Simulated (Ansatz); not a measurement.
# BN: two-dimensional strain map

Method: Ansatz 0.2.0, DFT r2SCAN, scalar-relativistic, plane waves, PAW. Settings: plane waves to 500 eV, k-mesh 12×12×12 (Γ-centred), Gaussian smearing 0.05 eV. No spin polarisation. Energies are free energies at this smearing, counted from the undisturbed cell; pressure is positive in compression.

The undisturbed cell (as given, not relaxed at this level; it stands at -5.2 GPa):

```
B N
1.0
     0.00000    1.81300    1.81300
     1.81300    0.00000    1.81300
     1.81300    1.81300    0.00000
B N
1 1
Direct
  0.00000 0.00000 0.00000
  0.75000 0.75000 0.75000
```

The cell is strained by p along both x and y and by q along z, fractional coordinates fixed. Points are written (p, q).

Energy above the undisturbed cell in meV/atom (a dash: not computed):

| p \ q | -0.030 | -0.015 | 0.000 | 0.015 | 0.030 |
| --- | --- | --- | --- | --- | --- |
| -0.030 | 44.2 | 29.7 | 22.9 | 23.5 | 31.2 |
| -0.015 | 17.0 | 6.1 | 2.6 | 6.1 | 16.4 |
| 0.000 | 7.9 | 0.5 | 0.0 | 6.2 | 18.8 |
| 0.015 | 15.5 | 11.3 | 13.6 | 22.3 | 37.1 |
| 0.030 | 38.2 | 36.9 | 41.9 | 52.8 | 69.6 |

Pressure in GPa:

| p \ q | -0.030 | -0.015 | 0.000 | 0.015 | 0.030 |
| --- | --- | --- | --- | --- | --- |
| -0.030 | 35.2 | 27.5 | 20.3 | 13.5 | 7.2 |
| -0.015 | 20.1 | 13.2 | 6.8 | 0.7 | -4.9 |
| 0.000 | 6.8 | 0.6 | -5.2 | -10.6 | -15.6 |
| 0.015 | -4.9 | -10.5 | -15.7 | -20.5 | -25.0 |
| 0.030 | -15.3 | -20.3 | -24.9 | -29.2 | -33.2 |

Gap on the k-mesh in eV:

| p \ q | -0.030 | -0.015 | 0.000 | 0.015 | 0.030 |
| --- | --- | --- | --- | --- | --- |
| -0.030 | 5.10 | 4.93 | 4.77 | 4.61 | 4.46 |
| -0.015 | 4.77 | 5.04 | 4.88 | 4.73 | 4.58 |
| 0.000 | 4.47 | 4.73 | 4.99 | 4.83 | 4.68 |
| 0.015 | 4.20 | 4.44 | 4.68 | 4.92 | 4.78 |
| 0.030 | 3.95 | 4.18 | 4.41 | 4.64 | 4.86 |